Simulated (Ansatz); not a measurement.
A plane-wave DFT run in Ansatz 0.2.0 (scalar-relativistic PAW potentials unless the input names others): input and command.

```yaml
crystal:
  lattice:
    - [4.6301352032, 0.0, 0.0]
    - [0.0, 4.6301352032, 0.0]
    - [0.0, 0.0, 25.548]
  atoms:
    - { symbol: Rb, position: [0.5, 0.5, 0.3327070612] }
    - { symbol: Cl, position: [0.0, 0.0, 0.3327070612] }
    - { symbol: Rb, position: [0.0, 0.0, 0.4597492332] }
    - { symbol: Cl, position: [0.5, 0.5, 0.4593993902] }
    - { symbol: Rb, position: [0.5, 0.5, 0.5864690426] }
    - { symbol: Cl, position: [0.0, 0.0, 0.5874385481] }
    - { symbol: H, position: [1.0, 0.5, 0.6576928277], spin: 1.0 }
basis:
  ecutwfc: "40 Ry/bohr"
kpoints:
  mp_grid: { grid: [6, 6, 1] }
hamiltonian:
  xc: pbesol
scf:
  occupations: { method: gaussian, width: 0.05 }
  max_iter: 60
output:
  forces: true
  eigenvalues: true
magnetization:
  spin_polarized: true
efield:
  axis: 3
  dipole_correction: true
  ramp_width: 0.04
```

```bash
ansatz run input.yaml --threads 1 --pin off --max-ram 3072MiB --backend cpu --events-out ev --progress --plain --runs-dir out
```

**Question.** Will this input run?

**Answer.** The program refuses it, because of a cutoff in the wrong unit (basis.ecutwfc: 420 → "40 Ry/bohr"). With the sound run's settings it is accepted.

Abridged log:
```
Error: YAML parse error: error: line 15 column 12: unknown unit factor `Ry/bohr`
  --> <input>:15:12
   |
13 |     - { symbol: H, position: [1.0, 0.5, 0.6576928277], spin: 1.0 }
14 | basis:
15 |   ecutwfc: "40 Ry/bohr"
   |            ^ unknown unit factor `Ry/bohr`
16 | kpoints:
17 |   mp_grid: { grid: [6, 6, 1] }
   |
```